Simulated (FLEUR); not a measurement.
As:

```xyz
2
Lattice="1.8808 1.0859 3.5141 -1.8808 1.0859 3.5141 0.0000 -2.1718 3.5141" Properties=species:S:1:pos:R:3 pbc="T T T"
As    0.0000    0.0000    2.3825
As    0.0000    0.0000    8.1597
```

```yaml
Program: FLEUR MaX-R8.1 (later development tree)
Task: single point
Functional: PBE
Potentials_or_basis: all-electron
Basis: FLAPW
Kmax: 4.6 1/bohr
k_mesh: 9 × 9 × 9
Occupations: fermi-dirac, width 0.05 eV
Spin: no spin polarisation
Gmax: 14.3 1/bohr
Muffin-tin_radii: As 2.13 bohr
lmax: As 9
Local_orbitals_a_species: As 6
Max_iterations: 60
Mixing_factor: 0.05
Mixer: Anderson
Mixer_history: 15
Density_convergence: 1e-05 me/bohr^3
```

On this cell: largest force 0.430 eV/Å; band gap on the k mesh none (metal or under the smearing width).

The same run follows on a disturbed copy (atoms moved at random, drawn with an rms of 0.05 Å):

```
As
1.0
     1.88080    1.08588    3.51406
    -1.88080    1.08588    3.51406
     0.00000   -2.17176    3.51406
As
2
Cartesian
  -0.0243 -0.0316 2.3523
  0.0000 0.0160 8.1497
```

Q: What does the disturbed cell give?

A: The energy (extrapolated to zero smearing) moves by +9.6 meV/atom; largest force 0.719 eV/Å; band gap on the k mesh none (metal or under the smearing width).

Forces in eV/Å, atoms in the order of the input:
```
As   0.130  0.291  0.644
As  -0.130 -0.291 -0.644
```
